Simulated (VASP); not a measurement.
# Hf in VASP: single point with PBEsol+D3(BJ)

Aim: the single point of Hf with PBEsol+D3(BJ).

All numbers are computed with VASP 6.6.1; they aren't measurements. Logs are shortened: lines on timing, memory, paths and dates and some standing lists are left out, and cuts for length are marked.

## Step 1: Starting point

The cell holds a slab with vacuum, 6 atoms: a = 3.240 Å, b = 3.240 Å, c = 32.586 Å, α = 90.00°, β = 90.00°, γ = 120.00°.

The cell was built by a generator and needn't be a form met in nature.

## Step 2: Single point, PBEsol+D3(BJ)

Input file INCAR:

```
PREC     = Accurate       # precision mode
ENCUT    = 520            # plane-wave cutoff, eV
EDIFF    = 1E-6           # SCF threshold, eV
ISMEAR   = 1              # smearing method
SIGMA    = 0.1            # smearing width, eV
LREAL    = F              # projectors in reciprocal space
LASPH    = T              # aspherical terms in the spheres
NELM     = 100            # most SCF steps
ALGO     = Fast           # electronic algorithm
ISIF     = 2              # what is computed and relaxed
LWAVE    = F              # write WAVECAR
LCHARG   = T              # write CHGCAR
LDIPOL   = T            
IDIPOL   = 3            
DIPOL    = 0.5 0.5 0.398
GGA      = PS             # functional
IVDW     = 12             # dispersion correction
LELF     = T              # ELF
LVHAR    = T            
LVACPOTAV= T            
NBANDS   = 39             # bands
```

Input file KPOINTS:

```
Automatic mesh
0
Gamma
  12 12 1
```

Input file POSCAR:

```
Hf
1.0
    3.2404358122      0.0000000000      0.0000000000
   -1.6202179061      2.8062997327      0.0000000000
    0.0000000000      0.0000000000     32.5856411886
Hf
6
Direct
    0.3333333333      0.6666666667      0.2148185441
    0.6666666667      0.3333333333      0.2852276227
    0.3333333333      0.6666666667      0.3615955898
    0.6666666667      0.3333333333      0.4349733262
    0.3333333333      0.6666666667      0.5102004574
    0.6666666667      0.3333333333      0.5823509931
```

Potentials or basis: VASP PAW PBE potentials, release 64 (Hf_pv).

Started as:

```console
cat potpaw_PBE.64/Hf_pv/POTCAR > POTCAR
mpirun -np 1 vasp_std > vasp.out
```

OUTCAR:

```text
PREC = Accurate
   ENCUT = 520
   EDIFF = 1E-6
   ISMEAR = 1
   LREAL = F
   LASPH = T
   NELM = 100
   ISIF = 2
   GGA = PS
   IVDW = 12
 IVDW          = 12

 ion  position               nearest neighbor table
   1  0.333  0.667  0.215-   2 2.96   2 2.96   2 2.96
   2  0.667  0.333  0.285-   1 2.96   1 2.96   1 2.96   3 3.11   3 3.11   3 3.11
   3  0.333  0.667  0.362-   4 3.04   4 3.04   4 3.04   2 3.11   2 3.11   2 3.11
   4  0.667  0.333  0.435-   3 3.04   3 3.04   3 3.04   5 3.08   5 3.08   5 3.08
   5  0.333  0.667  0.510-   6 3.00   6 3.00   6 3.00   4 3.08   4 3.08   4 3.08
   6  0.667  0.333  0.582-   5 3.00   5 3.00   5 3.00

  LATTYP: Found a hexagonal cell.
 ALAT       =     3.2404358122
 C/A-ratio  =    10.0559440387

  Lattice vectors:

 A1 = (   3.2404358122,   0.0000000000,   0.0000000000)
 A2 = (  -1.6202179061,   2.8062997327,   0.0000000000)
 A3 = (   0.0000000000,   0.0000000000,  32.5856411886)

Analysis of symmetry for initial positions (statically):
=====================================================================
 Subroutine PRICEL returns:
 Original cell was already a primitive cell.

 Routine SETGRP: Setting up the symmetry group for a
 hexagonal supercell.

 Subroutine GETGRP returns: Found  6 space group operations
 (whereof  6 operations were pure point group operations)
 out of a pool of 24 trial point group operations.

The static configuration has the point symmetry C_3v.

Analysis of symmetry for dynamics (positions and initial velocities):
=====================================================================
 Subroutine PRICEL returns:
 Original cell was already a primitive cell.

 Routine SETGRP: Setting up the symmetry group for a
 hexagonal supercell.

 Subroutine GETGRP returns: Found  6 space group operations
 (whereof  6 operations were pure point group operations)
 out of a pool of 24 trial point group operations.

The dynamic configuration has the point symmetry C_3v.

 Subroutine INISYM returns: Found  6 space group operations
 (whereof  6 operations are pure point group operations),
 and found     1 'primitive' translations

----------------------------------------------------------------------------------------

                                     Primitive cell

  volume of cell :     296.3219

  direct lattice vectors                    reciprocal lattice vectors
     3.240435812  0.000000000  0.000000000     0.308600465  0.178170562  0.000000000
    -1.620217906  2.806299733  0.000000000     0.000000000  0.356341124  0.000000000
[... 97 lines left out ...]
   PSTRESS=    0.0 pullay stress
   NELECT =      60.0000    total number of electrons
   NUPDOWN=      -1.0000    fix difference up-down
   EMIN   =  10.00;   EMAX   =-10.00  energy-range for DOS
   EFERMI =   0.00;   METHOD = LEGACY
   ISMEAR =     1;   SIGMA  =   0.10  broadening in eV -4-tet -1-fermi 0-gaus
   EFERMI_NEDOS =   21; number of points for ismear=-14 and -15
   IALGO  =     68    algorithm
   IMIX   =      4    mixing-type and parameters
     AMIX     =   0.40;   BMIX     =  1.00
     AMIX_MAG =   1.60;   BMIX_MAG =  1.00
  volume/ion in A,a.u.               =      49.39       333.28
  Fermi-wavevector in a.u.,A,eV,Ry     =   0.961326  1.816643 12.573791  0.924148
  Thomas-Fermi vector in A             =   2.090688
   LORBIT       =      0    0 simple, 1 ext, 2 COOP (PROOUT), +10 PAW based schemes
   GGA     = PS    functional components
   LHFCALC =     F    Hartree Fock is set to
   AEXX    =    0.0000 exact exchange contribution
   IVDW    =    12    specifies the selected vdW correction
   LEPSILON=     F    determine dielectric tensor
   LRPA    =     F    only Hartree local field effects (RPA)
 non-spin polarized calculation
 RMM-DIIS sequential band-by-band and
 Methfessel and Paxton  Order N= 1 SIGMA  =   0.10
  energy-cutoff  :      520.00
  volume of cell :      296.32
 maximum number of plane-waves:      8064
   NGX = 13   NGY = 13   NGZ =121

 dipolmoment           0.000000      0.000000     -0.000164 electrons x Angstroem

 number of electron      60.0000003 magnetization

 dipolmoment           0.000000      0.000000      0.001692 electrons x Angstroem

 Free energy of the ion-electron system (eV)
  ---------------------------------------------------
  ext. energy  EPLUGINS =         0.00000000
  ---------------------------------------------------
  free energy    TOTEN  =       -60.75216851 eV

  energy without entropy =      -60.74740159  energy(sigma->0) =      -60.75057954

 E-fermi :  -0.2012     XC(G=0):  -5.7510

 val. band max:       -0.2208251178   @ k =   0.3333   0.0833   0.0000
 cond. band min:      -0.1943995807   @ k =   0.1667   0.0000   0.0000
 fundamental gap:      0.0264255372
 Fermi energy:        -0.2012250548

 k-point     1 :       0.0000    0.0000    0.0000
  band No.  band energies     occupation
      1     -31.2803      2.00000
      2     -31.2386      2.00000
      3     -31.0704      2.00000
      4     -30.6929      2.00000
      5     -30.6928      2.00000
      6     -30.6928      2.00000
[... 787 lines left out ...]
     38       2.1746      0.00000
     39       2.2519      0.00000

------------------------ aborting loop because EDIFF is reached ----------------------------------------

 Edisp (eV)   -2.45585

 E8    (eV) :    -1.8799

  FORCE on cell =-STRESS in cart. coord.  units (eV):
  Direction    XX          YY          ZZ          XY          YZ          ZX
  --------------------------------------------------------------------------------------
  -------------------------------------------------------------------------------------
  Total      -8.10591    -8.10591    -0.95181     0.00000     0.00000     0.00000
  in kB     -43.82769   -43.82769    -5.14630     0.00000     0.00000     0.00000
  external pressure =      -30.93 kB  Pullay stress =        0.00 kB

 VOLUME and BASIS-vectors are now :
 -----------------------------------------------------------------------------
  energy-cutoff  :      520.00
  volume of cell :      296.32
      direct lattice vectors                 reciprocal lattice vectors
     3.240435812  0.000000000  0.000000000     0.308600465  0.178170562  0.000000000
    -1.620217906  2.806299733  0.000000000     0.000000000  0.356341124  0.000000000
     0.000000000  0.000000000 32.585641189     0.000000000  0.000000000  0.030688363

 POSITION                                       TOTAL-FORCE (eV/Angst)
 -----------------------------------------------------------------------------------
     -0.00000      1.87087      7.00000         0.000000      0.000000      0.044056
      1.62022      0.93543      9.29432        -0.000000     -0.000000     -0.015054
     -0.00000      1.87087     11.78282        -0.000000      0.000000      0.019188
      1.62022      0.93543     14.17388         0.000000     -0.000000     -0.143318
     -0.00000      1.87087     16.62521         0.000000      0.000000      0.465264
      1.62022      0.93543     18.97628        -0.000000      0.000000     -0.370135
 -----------------------------------------------------------------------------------
    total drift:                               -0.000000      0.000000      0.000746

  FREE ENERGIE OF THE ION-ELECTRON SYSTEM (eV)
  ---------------------------------------------------
  free  energy   TOTEN  =       -63.2080184302 eV

  energy  without entropy=      -63.2032515108  energy(sigma->0) =      -63.20642946

 vacuum level on the upper side and lower side of the slab         4.235         4.202
```

OSZICAR:

```text
N       E                     dE             d eps       ncg     rms          rms(c)
DAV:   1     0.227676951452E+03    0.22768E+03   -0.33744E+04  2042   0.131E+03
DAV:   2    -0.487916491462E+02   -0.27647E+03   -0.26788E+03  1792   0.307E+02
DAV:   3    -0.645182625999E+02   -0.15727E+02   -0.15017E+02  1900   0.513E+01
[... 50 lines left out ...]
RMM:  54    -0.607521634227E+02    0.30791E-04   -0.59245E-05  2099   0.168E-02    0.913E-02
RMM:  55    -0.607521674591E+02   -0.40364E-05   -0.69978E-05  2091   0.171E-02    0.981E-02
RMM:  56    -0.607521688431E+02   -0.13840E-05   -0.18809E-05  1950   0.132E-02    0.106E-01
RMM:  57    -0.607521699248E+02   -0.10817E-05   -0.71444E-06  1632   0.746E-03    0.873E-02
RMM:  58    -0.607521683914E+02    0.15334E-05   -0.12269E-06  1181   0.370E-03    0.565E-02
RMM:  59    -0.607521685113E+02   -0.11989E-06   -0.17279E-06  1176   0.368E-03
   1 F= -.63208018E+02 E0= -.63206429E+02  d E =-.476692E-02
```

Run time: 32 min. Hardware: 1 thread of Intel Xeon Platinum 8259CL at 2.50GHz (Skylake/Cascade Lake), shared host; peak memory 0.47 GiB.

What came out:

| Item | Value |
| --- | --- |
| Free energy | -63.2080 eV |
| Largest force | 0.465 eV/Å |
| Band gap on the k mesh | none (metal or under the smearing width) |
| Dispersion energy per atom | -0.409 eV |
| Work function of the upper face | 4.44 eV |
| Work function of the lower face | 4.40 eV |

Forces on the atoms (eV/Å):
```
Hf   0.000  0.000  0.044
Hf   0.000  0.000 -0.015
Hf   0.000  0.000  0.019
Hf   0.000  0.000 -0.143
Hf   0.000  0.000  0.465
Hf   0.000  0.000 -0.370
```

Caveat: the PAW data sets were made with another functional, which shifts forces and pressure a little. Spin-orbit coupling is left out, which matters for the levels of Hf.
